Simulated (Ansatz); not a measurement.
# Zn4HSe4: the cost of one run

Method: DFT PBEsol, scalar-relativistic, plane waves, PAW, in Ansatz 0.2.0.

3 further runs of the same task are left out: 1 that didn't finish, 2 set aside as unsound or not needed.

## Step 1: The structure to begin with

The structure is tetragonal, space group P4/nmm (No. 129). Conventional cell: a = 4.026 Å, b = 4.026 Å, c = 5.541 Å, α = 90.00°, β = 90.00°, γ = 90.00°. Around Zn (site symmetry -4m2) lie 4 Se at 2.50 Å and 4 Zn at 2.85 Å. Around Se (site symmetry 4mm) lie 4 Zn at 2.50 Å.

Structure file:

```xyz
4
Lattice="4.0256 0.0000 0.0000 0.0000 4.0256 0.0000 0.0000 0.0000 5.5406" Properties=species:S:1:pos:R:3 pbc="T T T"
Zn    0.0000    0.0000    0.0000
Zn    2.0128    2.0128    0.0000
Se    0.0000    2.0128    1.4831
Se    2.0128    0.0000    4.0575
```

It goes back to an entry of the Materials Project, which need not be the stable form.

This cell was relaxed beforehand with the same method: volume 22.45 Å³/atom, gap on the mesh 1.72 eV.

## Step 2: Plan of the line

Atoms count from 1 in the order of the input.

A guest moved over a lattice plane through the rigid host; the plane is (1 0 1) of the conventional cell, half-way across the widest gap between atomic layers, origin above Zn3.

First coordinate, place of H9 along a1: 6 values from 0.000 to 0.833, periodic. Second coordinate, place of H9 along a2: 6 values from 0.000 to 0.833, periodic.

Nothing else is relaxed (host rigid, guest held in the plane). Points are written as (first, second).

The two vectors of the plane (Å): (-4.026, 0.000, 5.541); (0.000, -4.026, 0.000).

## Step 3: Point (1/6, 0/6) of the map's two axes

Input file input.yaml:

```yaml
crystal:
  lattice:
    - [-4.0256375597, -4.0256375597, 0.0]
    - [-4.0256375597, 4.0256375597, 0.0]
    - [4.0256375597, 0.0, -5.5406228226]
  atoms:
    - { symbol: Zn, position: [0.5, 0.5, 0.0] }
    - { symbol: Zn, position: [0.0, 0.0, 0.0] }
    - { symbol: Zn, position: [0.0, 0.5, 0.0] }
    - { symbol: Zn, position: [0.5, 0.0, 0.0] }
    - { symbol: Se, position: [0.1161581573, 0.6161581573, 0.7323163146] }
    - { symbol: Se, position: [0.6161581573, 0.1161581573, 0.7323163146] }
    - { symbol: Se, position: [0.8838418427, 0.8838418427, 0.2676836854] }
    - { symbol: Se, position: [0.3838418427, 0.3838418427, 0.2676836854] }
    - { symbol: H, position: [-0.1250295623, 0.3749704377, -0.253063887] }
total_charge: 1
basis:
  ecutwfc: 420
kpoints:
  mp_grid: { grid: [6, 6, 6] }
hamiltonian:
  xc: pbesol
  pseudopotentials: { kind: paw, azcp: { folder: soft_1 } }
scf:
  occupations: { method: gaussian, width: 0.05 }
output:
  forces: true
  stress: true
  eigenvalues: true
  write_density: true
  write_potential: true
  elf: true
  volumetric_format: npy
```

Launch:

```console
$ ansatz run input.yaml --threads 4 --pin off --max-ram 8192MiB --backend cpu --events-out ev --progress --plain --runs-dir out
```

What time and memory should one allow on 4 threads of Arm Neoverse V2, shared host?

About 33 s, with a peak of 0.92 GiB.
